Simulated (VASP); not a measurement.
# SnSe (Fm-3m) in VASP: notebook, part 2 of 2

VASP 6.6.1.

## 3. Single point, PBEsol

Contents of INCAR:

```
SYSTEM = SnSe
ALGO = Normal
EDIFF = 1E-7
ENCUT = 520
GGA = PS
ISIF = 2
ISMEAR = 0
LASPH = .True.
LCHARG = .False.
LREAL = .False.
LWAVE = .False.
NBANDS = 17
NELM = 80
PREC = Accurate
SIGMA = 0.1
```

Contents of KPOINTS:

```
k-points
0
Gamma
  10 10 10
  0 0 0
```

Contents of POSCAR:

```
SnSe
1.0
    0.0000000000      3.0104337100      3.0104337100
    3.0104337100      0.0000000000      3.0104337100
    3.0104337100      3.0104337100      0.0000000000
Sn Se
1 1
Direct
    0.0000000000      0.0000000000      0.0000000000
    0.5000000000      0.5000000000      0.5000000000
```

Potentials or basis: VASP PAW PBE potentials, release 64 (Sn_d, Se).

Started as:

```bash
> cat potpaw_PBE.64/Sn_d/POTCAR potpaw_PBE.64/Se/POTCAR > POTCAR
> mpirun -np 1 vasp_std > vasp.out
```

OUTCAR:

```text
SYSTEM = SnSe
   EDIFF = 1E-7
   ENCUT = 520
   GGA = PS
   ISIF = 2
   ISMEAR = 0
   LASPH = .True.
   LREAL = .False.
   NELM = 80
   PREC = Accurate

 ion  position               nearest neighbor table
   1  0.000  0.000  0.000-   2 3.01   2 3.01   2 3.01   2 3.01   2 3.01   2 3.01
   2  0.500  0.500  0.500-   1 3.01   1 3.01   1 3.01   1 3.01   1 3.01   1 3.01

  LATTYP: Found a face centered cubic cell.
 ALAT       =     6.0208674200

  Lattice vectors:

[... 669 lines left out ...]

  FORCE on cell =-STRESS in cart. coord.  units (eV):
  Direction    XX          YY          ZZ          XY          YZ          ZX
  --------------------------------------------------------------------------------------
  -------------------------------------------------------------------------------------
  Total       -0.6256942     -0.6256942     -0.6256942     -0.0000000      0.0000000      0.0000000
  in kB      -18.3719594    -18.3719594    -18.3719594     -0.0000000      0.0000000      0.0000000
  external PRESSURE =     -18.3719594 kB  Pullay stress =       0.0000000 kB

 VOLUME and BASIS-vectors are now :
 -----------------------------------------------------------------------------
  energy-cutoff  :      520.00
  volume of cell :       54.57
      direct lattice vectors                 reciprocal lattice vectors
     0.000000000  3.010433710  3.010433710    -0.166089025  0.166089025  0.166089025
     3.010433710  0.000000000  3.010433710     0.166089025 -0.166089025  0.166089025
     3.010433710  3.010433710  0.000000000     0.166089025  0.166089025 -0.166089025

 POSITION                                       TOTAL-FORCE (eV/Angst)
 -----------------------------------------------------------------------------------
      0.00000      0.00000      0.00000         0.000000     -0.000000      0.000000
      3.01043      3.01043      3.01043         0.000000      0.000000     -0.000000
 -----------------------------------------------------------------------------------
    total drift:                                0.000000     -0.000000     -0.000000

  FREE ENERGIE OF THE ION-ELECTRON SYSTEM (eV)
  ---------------------------------------------------
  free  energy   TOTEN  =        -8.9671003432 eV

  energy  without entropy=       -8.9670987465  energy(sigma->0) =       -8.96709954
```

OSZICAR:

```text
N       E                     dE             d eps       ncg     rms          rms(c)
DAV:   1     0.129964377423E+03    0.12996E+03   -0.98000E+03  1656   0.142E+03
DAV:   2     0.324524580842E+01   -0.12672E+03   -0.12278E+03  1726   0.344E+02
DAV:   3    -0.882171069716E+01   -0.12067E+02   -0.11990E+02  1927   0.919E+01
DAV:   4    -0.913236339480E+01   -0.31065E+00   -0.31043E+00  1888   0.158E+01
DAV:   5    -0.914143579102E+01   -0.90724E-02   -0.90718E-02  2286   0.263E+00    0.299E+00
DAV:   6    -0.897100522736E+01    0.17043E+00   -0.41418E-01  2313   0.412E+00    0.177E+00
DAV:   7    -0.896714566209E+01    0.38596E-02   -0.70672E-02  1882   0.129E+00    0.853E-01
DAV:   8    -0.896727621599E+01   -0.13055E-03   -0.72767E-03  1992   0.719E-01    0.964E-02
DAV:   9    -0.896707351614E+01    0.20270E-03   -0.13403E-03  2284   0.274E-01    0.442E-02
DAV:  10    -0.896709868627E+01   -0.25170E-04   -0.11744E-04  1977   0.692E-02    0.841E-03
DAV:  11    -0.896710029449E+01   -0.16082E-05   -0.65556E-06  2157   0.196E-02    0.204E-03
DAV:  12    -0.896710034323E+01   -0.48748E-07   -0.26927E-07  2111   0.661E-03
   1 F= -.89671003E+01 E0= -.89670995E+01  d E =-.159677E-05
```

It took 12 s on 1 thread of Intel Xeon 6975P-C (Granite Rapids), shared host; peak memory 0.2 GiB.

Results:

* Free energy: -8.9671 eV
* Pressure: -1.8 GPa
* Band gap on the k mesh: 0.52 eV, indirect (least direct gap 0.62 eV)

Levels at points of the mesh, in eV from the valence-band top:
```
           k point  band 7  band 8  band 9  band 10  band 11  band 12  band 13  band 14
(0.00, 0.00, 0.00)   -5.02   -2.09   -2.09    -2.09     4.37     4.37     4.37     5.89
(0.50, 0.00, 0.00)   -7.99   -1.85   -1.85     0.00     0.65     1.30     1.30     8.21
(0.50, 0.50, 0.00)   -5.95   -5.41   -3.56    -3.56     3.01     5.41     5.41     6.02
```

Caveat: the PAW data sets were made with another functional, which shifts forces and pressure a little; spin-orbit coupling is left out, which moves the levels of the heavy elements. A k mesh can miss the band edges.

## 4. Relaxation of cell and atoms, PBEsol

Contents of INCAR:

```
SYSTEM = SnSe
ALGO = Normal
EDIFF = 1E-7
EDIFFG = -0.005
ENCUT = 580
GGA = PS
IBRION = 2
ISIF = 3
ISMEAR = 0
LASPH = .True.
LCHARG = .False.
LREAL = .False.
LWAVE = .False.
NELM = 80
NSW = 90
PREC = Accurate
SIGMA = 0.1
```

KPOINTS is that of step 3.

POSCAR is that of step 3.

Potentials or basis: VASP PAW PBE potentials, release 64 (Sn, Se).

Started as:

```bash
> cat potpaw_PBE.64/Sn/POTCAR potpaw_PBE.64/Se/POTCAR > POTCAR
> mpirun -np 1 vasp_std > vasp.out
```

It took 25 s on 1 thread of Intel Xeon 6975P-C (Granite Rapids), shared host; peak memory 0.23 GiB.

It converged, with:

| Property | Result |
| --- | --- |
| Free energy | -8.9834 eV |
| Relaxed volume | 26.29 Å³/atom |
| Relaxed cell | a = 4.205 Å, b = 4.205 Å, c = 4.205 Å, α = 60.00°, β = 60.00°, γ = 60.00° |
| Space group after relaxing (to 0.05 Å) | Fm-3m (No. 225) |
| Energy gained by relaxing | 6.3 meV/atom |
| Ionic steps | 3 |
| Pressure after relaxing | 0.0 GPa |
| Band gap on the k mesh | 0.47 eV, indirect (least direct gap 0.58 eV) |

The path:
| step | energy change (eV) | largest force (eV/Å) | pressure (GPa) | volume (Å³) |
| --- | --- | --- | --- | --- |
| 1 | 0.0000 | 0.0000 | -1.95 | 54.57 |
| 2 | -0.0113 | 0.0000 | 0.65 | 51.99 |
| 3 | -0.0125 | 0.0000 | 0.00 | 52.57 |

Final structure:
```
Sn Se
1.0
     0.00000    2.97333    2.97333
     2.97333    0.00000    2.97333
     2.97333    2.97333    0.00000
Sn Se
1 1
Direct
  0.00000 0.00000 0.00000
  0.50000 0.50000 0.50000
```

Levels at points of the mesh, in eV from the valence-band top:
```
           k point  band 2  band 3  band 4  band 5  band 6  band 7  band 8  band 9
(0.00, 0.00, 0.00)   -4.94   -2.26   -2.26   -2.26    4.46    4.46    4.46    5.77
(0.50, 0.00, 0.00)   -8.25   -2.02   -2.02   -0.08    0.74    1.22    1.22    8.22
(0.50, 0.50, 0.00)   -6.01   -5.74   -3.79   -3.79    2.82    5.57    5.57    6.21
```

Caveat: the PAW data sets were made with another functional, which shifts forces and pressure a little; spin-orbit coupling is left out, which moves the levels of the heavy elements. A k mesh can miss the band edges.

## 5. Relaxation of cell and atoms, RPBE

Changes to INCAR since step 4:

```diff
@@ -4,4 +4,4 @@
 EDIFFG = -0.005
-ENCUT = 580
-GGA = PS
+ENCUT = 600
+GGA = RP
 IBRION = 2
```

KPOINTS is that of step 4.

POSCAR is that of step 4.

Potentials or basis: VASP PAW PBE potentials, release 64 (Sn_d, Se).

Started as:

```bash
> cat potpaw_PBE.64/Sn_d/POTCAR potpaw_PBE.64/Se/POTCAR > POTCAR
> mpirun -np 1 vasp_std > vasp.out
```

Run time: 44 s. Hardware: 1 thread of Intel Xeon 6975P-C (Granite Rapids), shared host; peak memory 0.24 GiB.

The run converged. Its results:

- Free energy: -7.5307 eV
- Relaxed volume: 28.80 Å³/atom
- Relaxed cell: a = 4.335 Å, b = 4.335 Å, c = 4.335 Å, α = 60.00°, β = 60.00°, γ = 60.00°
- Space group after relaxing (to 0.05 Å): Fm-3m (No. 225)
- Energy gained by relaxing: 12.1 meV/atom
- Ionic steps: 3
- Pressure after relaxing: 0.0 GPa
- Band gap on the k mesh: 0.31 eV, direct

The path:
```
step  energy change (eV)  largest force (eV/Å)  pressure (GPa)  volume (Å³)
   1              0.0000                0.0000            2.67        54.57
   2             -0.0232                0.0000           -0.47        58.24
   3             -0.0242                0.0000            0.01        57.60
```

Final structure:
```
CELL_PARAMETERS angstrom
0.00000 3.06524 3.06524
3.06524 0.00000 3.06524
3.06524 3.06524 0.00000
ATOMIC_POSITIONS crystal
Sn 0.00000 0.00000 0.00000
Se 0.50000 0.50000 0.50000
```

Levels at points of the mesh, in eV from the valence-band top:
```
           k point  band 7  band 8  band 9  band 10  band 11  band 12  band 13  band 14
(0.00, 0.00, 0.00)   -5.27   -2.15   -2.15    -2.15     4.05     4.05     4.05     5.85
(0.50, 0.00, 0.00)   -7.85   -1.92   -1.92     0.00     0.31     1.21     1.21     8.11
(0.50, 0.50, 0.00)   -6.06   -5.18   -3.49    -3.49     3.17     4.98     4.98     5.57
```

Caveat: the PAW data sets were made with another functional, which shifts forces and pressure a little; spin-orbit coupling is left out, which moves the levels of the heavy elements. A k mesh can miss the band edges.

## 6. Summary

| task | level | potentials or basis | cell | k mesh | cutoff (eV) | mesh quality | gap on the mesh (eV) | pressure (GPa) | relaxed volume (Å³/atom) |
| --- | --- | --- | --- | --- | --- | --- | --- | --- | --- |
| relaxation of cell and atoms | PBEsol | VASP PAW PBE potentials, release 64 (Sn_d, Se) | relaxed | 4 × 4 × 4 | 600 | coarse | 0.92 | 0.0 | 25.60 |
| single point | PBEsol | VASP PAW PBE potentials, release 64 (Sn_d, Se) | as given | 10 × 10 × 10 | 520 | not flagged | 0.52 | -1.8 | - |
| relaxation of cell and atoms | PBEsol | VASP PAW PBE potentials, release 64 (Sn, Se) | relaxed | 10 × 10 × 10 | 580 | not flagged | 0.47 | 0.0 | 26.29 |
| relaxation of cell and atoms | RPBE | VASP PAW PBE potentials, release 64 (Sn_d, Se) | relaxed | 10 × 10 × 10 | 600 | not flagged | 0.31 | 0.0 | 28.80 |

Alike in all rows: no spin polarisation; smearing gaussian 0.1 eV.

Caveats: some runs use coarse meshes; the PAW data sets were made with another functional, which shifts forces and pressure a little; spin-orbit coupling is left out, which moves the levels of the heavy elements.

Absolute energies hang on the potentials; compare differences alone.
